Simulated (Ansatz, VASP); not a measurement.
## Two plane-wave programs on Ag

The input INCAR:

```
SYSTEM = Ag
PREC = Accurate
ENCUT = 520
EDIFF = 1E-6
ISMEAR = 0
SIGMA = 0.03
LREAL = .False.
LASPH = .True.
NELM = 80
ALGO = Normal
ISIF = 2
LWAVE = .False.
LCHARG = .False.
GGA = PE
NBANDS = 12
```

KPOINTS

```
Automatic mesh
0
Gamma
  13 13 13
  0 0 0
```

File POSCAR:

```
Ag
1.0
    0.0000000000      2.0734381516      2.0734381516
    2.0734381516      0.0000000000      2.0734381516
    2.0734381516      2.0734381516      0.0000000000
Ag
1
Direct
    0.0000000000      0.0000000000      0.0000000000
```

Input for Ansatz:

```yaml
crystal:
  lattice:
    - [0.0, 2.0734381516, 2.0734381516]
    - [2.0734381516, 0.0, 2.0734381516]
    - [2.0734381516, 2.0734381516, 0.0]
  atoms:
    - { symbol: Ag, position: [0.0, 0.0, 0.0] }
hamiltonian:
  xc: pbe
  pseudopotentials:
    kind: paw
    azcp:
      Ag: "pseudopotentials/Ag.paw.azcp"
basis:
  ecutwfc: 420
  fft_grid_basis: typed
kpoints:
  mp_grid: { grid: [13, 13, 13], shift: [0, 0, 0] }
magnetization:
  spin_polarized: false
scf:
  occupations: { method: gaussian, width: 0.03 }
  lower_state_search: "off"
output:
  stress: true
```

Alike in both runs: task single point; functional PBE; k mesh 13 × 13 × 13; occupations gaussian, width 0.03 eV; no spin polarisation.

|  | VASP | Ansatz |
| --- | --- | --- |
| version | VASP 6.6.1 | Ansatz 0.2.0 |
| potentials or method | VASP PAW PBE potentials, release 64 (Ag) | plane waves (420 eV) with PAW, scalar-relativistic |
| plane-wave cutoff (eV) | 520 | 420 |
| valence electrons in the cell | 11 | 19 |

```tsv
	VASP	Ansatz	Ansatz less VASP
pressure (GPa)	-0.3	-0.2	+0.11
```

With one functional, cell and mesh, what is left measures potentials, basis and numerics. The two sets of potentials don't hold the same shells in valence.
